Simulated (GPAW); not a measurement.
# BeS (F-43m) in GPAW: convergence with k mesh

Aim: find how far k mesh must go before the results for BeS settle, at LDA. This setting moves, with any that are tied to it; all else stays.

Everything below comes from runs of GPAW 26.7.0. Logs are shortened: lines on timing, memory, paths and dates and some standing lists are left out, and cuts for length are marked. The log counts tension as positive stress, the text compression.

## Step 1: The structure

It takes space group F-43m (No. 216, cubic). Conventional cell: a = 4.850 Å, b = 4.850 Å, c = 4.850 Å, α = 90.00°, β = 90.00°, γ = 90.00°. S (site symmetry -43m) is surrounded by 4 Be at 2.10 Å. Around Be (site symmetry -43m) lie 4 S at 2.10 Å.

## Step 2: With k mesh 3 × 3 × 3

Input file run.py:

```python
import json
import numpy as np
from ase.dft.bandgap import bandgap
from ase.io import read, write
from gpaw import GPAW, PW
from gpaw.response.g0w0 import G0W0

atoms = read('POSCAR')

calc = GPAW(mode=PW(650),
            xc='LDA',
            kpts={'size': (3, 3, 3), 'gamma': True},
            occupations={'name': 'fermi-dirac', 'width': 0.001},
            nbands=11,
            convergence={'density': 1e-06},
            maxiter=150,
            txt='gpaw.txt')
atoms.calc = calc
energy = atoms.get_potential_energy()
calc.write('gs.gpw')
write('result.traj', atoms)
print(f'Energy: {energy:.6f} eV')
print('Fermi level:', round(calc.get_fermi_level(), 4), 'eV')
print(f'Gap: {bandgap(calc)[0]:.4f} eV, direct: {bandgap(calc, direct=True)[0]:.4f} eV')

calc.diagonalize_full_hamiltonian(nbands=50)
calc.write('full.gpw', mode='all')

ibz = calc.get_ibz_k_points()
gap, vbm, cbm = bandgap(calc, output=None)
gap, direct, _ = bandgap(calc, direct=True, output=None)
gamma = int(np.abs(ibz).sum(1).argmin())
kpts = sorted({gamma, vbm[1], cbm[1], direct[1]})
gw = G0W0(calc='full.gpw',
          filename='gw',
          ecut=80,
          ecut_extrapolation=False,
          relbands=(-1, 1),
          kpts=kpts,
          integrate_gamma='sphere',
          nbands=46,
          ppa=True)
gw.calculate()
results = {mode: {key: np.asarray(r[key]).tolist() for key in ['f', 'eps', 'vxc', 'exx', 'sigma', 'Z', 'qp', 'sigma_eskn']}
           for mode, r in gw.all_results.items()}
json.dump({'kpts': ibz[kpts].tolist(), 'results': results}, open('gw.json', 'w'))
for mode, r in results.items():
    f, qp = np.array(r['f']), np.array(r['qp'])
    print(mode, 'quasiparticle energies (eV):')
    print(qp.round(3))
    print(mode, 'gap:', round(qp[f < 0.5].min() - qp[f > 0.5].max(), 4), 'eV')
```

Input file POSCAR:

```
BeS
1.0
    0.0000000000      2.4250000000      2.4250000000
    2.4250000000      0.0000000000      2.4250000000
    2.4250000000      2.4250000000      0.0000000000
S Be
1 1
Direct
    0.7500000000      0.7500000000      0.7500000000
    0.0000000000      0.0000000000      0.0000000000
```

Potentials or basis: the program's PAW data sets (release 1.2.1) made for this functional, pw.

Launch:

```sh
$ OMP_NUM_THREADS=1 python run.py
```

gpaw.txt:

```text
__  _  _
 | _ |_)|_||  |
 |__||  | ||/\| - 26.7.0

Input parameters:
  mode=PW(ecut=650.0),
  convergence={'density': 1e-06},
  kpts=MonkhorstPack(size=(3, 3, 3), gamma=True),
  maxiter=150,
  nbands=11,
  occupations=Occupations(name='fermi-dirac', width=0.001),
  xc=XC(name='LDA')

Diagonalizing LCAO Hamiltonian
Converting LCAO to pw mode

                   S

       Be

Atoms  # Å, Bohr magnetons
|   | symbol |        x |        y |        z |    initial magnetic moments |
|---|--------|----------|----------|----------|-----------------------------|
| 0 |      S | 3.637500 | 3.637500 | 3.637500 | ( 0.0000,  0.0000,  0.0000) |
| 1 |     Be | 0.000000 | 0.000000 | 0.000000 | ( 0.0000,  0.0000,  0.0000) |

Unit cell  # Å
| periodic |        x |        y |        z |  lengths |    angles |
|----------|----------|----------|----------|----------|-----------|
|      yes | 0.000000 | 2.425000 | 2.425000 | 3.429468 | 60.000000 |
|      yes | 2.425000 | 0.000000 | 2.425000 | 3.429468 | 60.000000 |
|      yes | 2.425000 | 2.425000 | 0.000000 | 3.429468 | 60.000000 |

Number of symmetries: 24
Symmetry operations  # r_c * U_cc + t_c -> r_c
|    | kind |            matrix            |
|----|------|------------------------------|
|  0 |  E   |  1, 0, 0,  0, 1, 0,  0, 0, 1 |
|  1 |  σ   |  1, 0, 0,  0, 0, 1,  0, 1, 0 |
|  2 |  σ   |  1, 0,-1,  0, 1,-1,  0, 0,-1 |
|  3 |  C3  |  1, 0,-1,  0, 0,-1,  0, 1,-1 |
|  4 |  C3  |  1,-1, 0,  0,-1, 1,  0,-1, 0 |
|  5 |  σ   |  1,-1, 0,  0,-1, 0,  0,-1, 1 |
|  6 |  σ   |  0, 1, 0,  1, 0, 0,  0, 0, 1 |
|  7 |  C3  |  0, 1, 0,  0, 0, 1,  1, 0, 0 |
|  8 |  C2  |  0, 1,-1,  1, 0,-1,  0, 0,-1 |
|  9 |  S4  |  0, 1,-1,  0, 0,-1,  1, 0,-1 |
| 10 |  C3  |  0, 0, 1,  1, 0, 0,  0, 1, 0 |
| 11 |  σ   |  0, 0, 1,  0, 1, 0,  1, 0, 0 |
| 12 |  S4  |  0, 0,-1,  1, 0,-1,  0, 1,-1 |
| 13 |  C3  |  0, 0,-1,  0, 1,-1,  1, 0,-1 |
| 14 |  S4  |  0,-1, 1,  1,-1, 0,  0,-1, 0 |
| 15 |  C2  |  0,-1, 1,  0,-1, 0,  1,-1, 0 |
| 16 |  C3  |  0,-1, 0,  1,-1, 0,  0,-1, 1 |
| 17 |  S4  |  0,-1, 0,  0,-1, 1,  1,-1, 0 |
| 18 |  S4  | -1, 1, 0, -1, 0, 1, -1, 0, 0 |
| 19 |  C3  | -1, 1, 0, -1, 0, 0, -1, 0, 1 |
| 20 |  C3  | -1, 0, 1, -1, 1, 0, -1, 0, 0 |
| 21 |  S4  | -1, 0, 1, -1, 0, 0, -1, 1, 0 |
| 22 |  σ   | -1, 0, 0, -1, 1, 0, -1, 0, 1 |
| 23 |  C2  | -1, 0, 0, -1, 0, 1, -1, 1, 0 |

BZ-sampling:
  Number of BZ points: 27
  Number of IBZ points: 4

  Monkhorst-Pack size: [3, 3, 3]
  Monkhorst-Pack shift: [0, 0, 0]

K-points  # in reciprocal-cell coordinates
|   |                                coordinates |     weight |
|---|--------------------------------------------|------------|
| 0 | (  0.00000000,   0.00000000,   0.00000000) | 0.03703704 |
| 1 | (  0.33333333,   0.33333333,  -0.33333333) | 0.44444444 |
| 2 | (  0.33333333,   0.33333333,   0.00000000) | 0.22222222 |
| 3 | (  0.33333333,   0.33333333,   0.33333333) | 0.29629630 |

Plane wave coefficients: 1073
Cutoff: 650.0 eV

Spin-components: 1 (collinear spins)
Bands:           11
Projectors:      8
Spin-degeneracy: 2
Datatype:        complex128

Parallelization:
  kpt:    1
  domain: 1
  band:   1

Density:
  Valence electrons: 8.0
  Components: 1
  Grid points: [21 21 21]
  Charge: 0.0  # |e|

Potential:
  Grid points: [21 21 21]

species:
  S:
    name:    Sulfur
    Z:       16.0
    valence: 6
    core:    10
    charge:  0.0  # [|e|]
    compensation charges:
      type: gauss
      rc: 0.24  # [Å]
      lmax: 2
    cutoffs:
      filter: 1.77  # [Å]
      core: 1.66  # [Å]
    projectors
    | kind |    occ | energy [eV] | rcut [Å] |
    |------|--------|-------------|----------|
    |   3s |  2.000 |     -17.278 |    0.974 |
    |   3p |  4.000 |      -7.106 |    0.979 |
    |    s |        |       9.933 |    0.974 |
    |    p |        |      20.105 |    0.979 |
    |    d |        |       0.000 |    0.900 |

    Using partial waves for S as LCAO basis

  Be:
    name:    Beryllium
    Z:       4.0
    valence: 2
    core:    2
    charge:  0.0  # [|e|]
    compensation charges:
      type: gauss
      rc: 0.25  # [Å]
      lmax: 2
    cutoffs:
      filter: 1.42  # [Å]
      core: 1.84  # [Å]
    projectors
    | kind |    occ | energy [eV] | rcut [Å] |
    |------|--------|-------------|----------|
    |   2s |  2.000 |      -5.600 |    0.794 |
    |   2p |  0.000 |      -2.099 |    0.794 |
    |    s |        |      21.612 |    0.794 |

    Using partial waves for Be as LCAO basis

Reference energy: -11217.772390  # eV

eigensolver:
  PPCG
  Converge bands: occupied
  niter=2

density mixing:
  MSR1-Mixer
  Pratt-step length: 0.05
  Maximum mixing coefficient: 0.75
  Old densities: 10
  SVD Regularization: 0.005
  Good broyden scale: 1.0
  Trust region scale: 1.0
  Backstep threshold: 4.0
  History deletion threshold: 6.0
  Fourier metric: weight=20.0, sigma=0.015

occupation numbers:
  Fermi-Dirac:
    width: 0.0010  # eV

poisson solver:
  ecut: 5200.0  # eV

xc functional:
  name: None

convergence criteria:
- Maximum integral of absolute [dens]ity change: 1e-06 electrons / valence electron
- Maximum [total energy] change in last 3 cyles: 0.0005 eV / valence electron
- Maximum integral of absolute [eigenst]ate change: 4e-08 eV^2 / valence electron
maximum number of iterations: 150

SCF iterations
|iter     | |      energy | eigst |  dens |
|---------|-|-------------|-------|-------|
|iter:   1| |  -11.062405 | -0.05 |       |
|iter:   2| |  -11.035862 | -2.36 | -0.90 |
|iter:   3| |  -10.854291 | -2.01 | -0.93 |
|iter:   4| |  -10.852059 | -3.27 | -1.55 |
|iter:   5| |  -10.852239c| -4.58 | -2.20 |
|iter:   6| |  -10.852277c| -5.60 | -2.66 |
|iter:   7| |  -10.852278c| -7.23 | -3.76 |
|iter:   8| |  -10.852278c| -8.11c| -4.17 |
|iter:   9| |  -10.852278c| -9.20c| -5.44 |
|iter:  10| |  -10.852278c| -9.70c| -6.04c|

Converged in 10 steps
Energy contributions relative to reference atoms: (reference = -11217.772390)

Energy contributions:
  Kinetic:          12.616843
  Coulomb:         -11.251238
  Zero:              0.008182
  External:          0.000000
  Xc:              -12.226065
  Entropy:          -0.000000
  Spinorbit:         0.000000
  ----------------------------
  Free energy:     -10.852278
  Extrapolated:    -10.852278

dipole moment: (-1.730581, -1.730581, -1.730581)  # |e|*Ang

Fermi level: 6.782
Eigenvalues  # (at kpt = [0.000, 0.000, 0.000])
| band index |      eig [eV] | occ [0-2] |
|------------|---------------|-----------|
|          0 |        -9.101 |     2.000 |
|          1 |         4.597 |     2.000 |
|          2 |         4.597 |     2.000 |
|          3 |         4.597 |     2.000 |
|          4 |        10.045 |     0.000 |
|          5 |        10.045 |     0.000 |
|          6 |        10.045 |     0.000 |
|          7 |        10.203 |     0.000 |
|          8 |        17.206 |     0.000 |
|          9 |        17.206 |     0.000 |
|         10 |        19.141 |     0.000 |

Gap: 3.579 eV
Transition (v -> c):
  (s=0, k=0, n=3, [0.00, 0.00, 0.00]) -> (s=0, k=2, n=4, [0.33, 0.33, 0.00])
Direct/indirect transitions are different
Direct gap: 5.449 eV
Transition at: (s=0, k=0, n=3, [0.00, 0.00, 0.00])
# Writing to gs.gpw (mode='')

Matrix size: 1073x1073
# Writing to full.gpw (mode='all')
```

gw.w.txt:

```text
FrequencyGridDescriptor(from 0.000+0.000j to 0.000+27.211j eV, 2 points)
FrequencyGridDescriptor(from 0.000+0.000j to 0.000+27.211j eV, 2 points)

BZ k-points: Symmetries present (total): 24

27 k-points: 3 x 3 x 3 Monkhorst-Pack grid
4 k-points in the irreducible part of the Brillouin zone
       k-points in crystal coordinates                weights
   0:     0.00000000    0.00000000    0.00000000          1/27
[... 120 lines left out ...]
                                                                   GW
   3   1.000   4.597 -16.097 -18.891   2.098  -0.243   0.805   4.036
   4   0.000  10.045 -11.506  -5.911  -4.083  -0.269   0.788  11.237

k-point 1 (2): (0.333, 0.333, 0.000)                GW
band       f     eps     vxc     exx   sigma  dsigma       Z      qp
                                                                   GW
   3   1.000   2.373 -14.442 -17.875   2.445  -0.244   0.804   1.578
   4   0.000   8.176 -10.569  -5.644  -3.826  -0.208   0.828   9.085
```

Wall time 13 s (1 thread of Arm Neoverse V1, shared host); peak memory 0.22 GiB.

Results:

- Free energy: -10.8523 eV
- Band gap on the k mesh, mean-field level: 3.58 eV, indirect (least direct gap 5.45 eV)
- Quasiparticle gap: 5.05 eV
- Least direct quasiparticle gap: 7.20 eV

## Step 3: With k mesh 4 × 4 × 4

Changes to run.py since step 2:

```diff
@@ -11,3 +11,3 @@
             xc='LDA',
-            kpts={'size': (3, 3, 3), 'gamma': True},
+            kpts={'size': (4, 4, 4), 'gamma': True},
             occupations={'name': 'fermi-dirac', 'width': 0.001},
```

POSCAR is that of step 2.

Potentials or basis: the program's PAW data sets (release 1.2.1) made for this functional, pw.

Launch:

```sh
$ OMP_NUM_THREADS=1 python run.py
```

Wall time 29 s (1 thread of Arm Neoverse V1, shared host); peak memory 0.3 GiB.

It converged, with:

```
Free energy                              : -11.0556 eV
Band gap on the k mesh, mean-field level : 2.88 eV, indirect (least direct gap 5.49 eV)
Quasiparticle gap                        : 4.28 eV
Least direct quasiparticle gap           : 7.25 eV
```

## Step 4: With k mesh 5 × 5 × 5

Changes to run.py since step 3:

```diff
@@ -11,3 +11,3 @@
             xc='LDA',
-            kpts={'size': (4, 4, 4), 'gamma': True},
+            kpts={'size': (5, 5, 5), 'gamma': True},
             occupations={'name': 'fermi-dirac', 'width': 0.001},
```

POSCAR is that of step 3.

Launch:

```sh
$ OMP_NUM_THREADS=1 python run.py
```

It took 51 s on 1 thread of Arm Neoverse V1, shared host; peak memory 0.29 GiB.

It converged, with:

* Free energy: -11.0968 eV
* Band gap on the k mesh, mean-field level: 3.19 eV, indirect (least direct gap 5.50 eV)
* Quasiparticle gap: 4.62 eV
* Least direct quasiparticle gap: 7.32 eV

## Step 5: With k mesh 6 × 6 × 6

Changes to run.py since step 4:

```diff
@@ -11,3 +11,3 @@
             xc='LDA',
-            kpts={'size': (5, 5, 5), 'gamma': True},
+            kpts={'size': (6, 6, 6), 'gamma': True},
             occupations={'name': 'fermi-dirac', 'width': 0.001},
```

POSCAR is that of step 4.

Launch:

```sh
$ OMP_NUM_THREADS=1 python run.py
```

It took 1.8 min on 1 thread of Arm Neoverse V1, shared host; peak memory 0.36 GiB.

It converged, with:

```
Free energy                              : -11.1062 eV
Band gap on the k mesh, mean-field level : 2.89 eV, indirect (least direct gap 5.50 eV)
Quasiparticle gap                        : 4.28 eV
Least direct quasiparticle gap           : 7.23 eV
```

## Step 6: With k mesh 7 × 7 × 7

Changes to run.py since step 5:

```diff
@@ -11,3 +11,3 @@
             xc='LDA',
-            kpts={'size': (6, 6, 6), 'gamma': True},
+            kpts={'size': (7, 7, 7), 'gamma': True},
             occupations={'name': 'fermi-dirac', 'width': 0.001},
```

POSCAR is that of step 5.

Potentials or basis: the program's PAW data sets (release 1.2.1) made for this functional, pw.

Launch:

```sh
$ OMP_NUM_THREADS=1 python run.py
```

It took 3.4 min on 1 thread of Arm Neoverse V1, shared host; peak memory 0.45 GiB.

Results (log left out):

```
Free energy                              : -11.1085 eV
Band gap on the k mesh, mean-field level : 3.05 eV, indirect (least direct gap 5.51 eV)
Quasiparticle gap                        : 4.45 eV
Least direct quasiparticle gap           : 7.29 eV
```

## Step 7: With k mesh 8 × 8 × 8

Changes to run.py since step 6:

```diff
@@ -11,3 +11,3 @@
             xc='LDA',
-            kpts={'size': (7, 7, 7), 'gamma': True},
+            kpts={'size': (8, 8, 8), 'gamma': True},
             occupations={'name': 'fermi-dirac', 'width': 0.001},
```

POSCAR is that of step 6.

Launch:

```sh
$ OMP_NUM_THREADS=1 python run.py
```

Run time: 6.5 min. Hardware: 1 thread of Arm Neoverse V1, shared host; peak memory 0.58 GiB.

It converged, with:

- Free energy: -11.1091 eV
- Band gap on the k mesh, mean-field level: 2.90 eV, indirect (least direct gap 5.51 eV)
- Quasiparticle gap: 4.26 eV
- Least direct quasiparticle gap: 7.20 eV

## Step 8: Result

| k mesh | energy less the tightest run, at zero smearing (meV/atom) | gap on the mesh (eV) | quasiparticle gap at the points computed (eV) | SCF cycles | CPU time (s) | peak memory (GiB) |
| --- | --- | --- | --- | --- | --- | --- |
| 3 × 3 × 3 | 128.40 | 3.579 | 5.049 | 10 | 13 | 0.22 |
| 4 × 4 × 4 | 26.75 | 2.877 | 4.279 | 10 | 29 | 0.3 |
| 5 × 5 × 5 | 6.16 | 3.189 | 4.624 | 10 | 51 | 0.29 |
| 6 × 6 × 6 | 1.46 | 2.894 | 4.281 | 10 | 110 | 0.36 |
| 7 × 7 × 7 | 0.30 | 3.052 | 4.449 | 10 | 200 | 0.45 |
| 8 × 8 × 8 | 0.00 | 2.896 | 4.260 | 10 | 390 | 0.58 |

Against the tightest run, the energy stays within 1 meV/atom from 7 × 7 × 7 on. Not settled before the last step: the gap on the mesh (to 0.01 eV), the quasiparticle gap at the points computed (to 0.05 eV). Meshes of other sizes hit other points, so gaps and Fermi surfaces needn't settle smoothly. The tightest run that finished is the yardstick and may itself not be fully converged.

Caveats: the quasiparticle gap is taken among the few k points that were corrected; the long-wavelength limit can be off by a per cent or two.
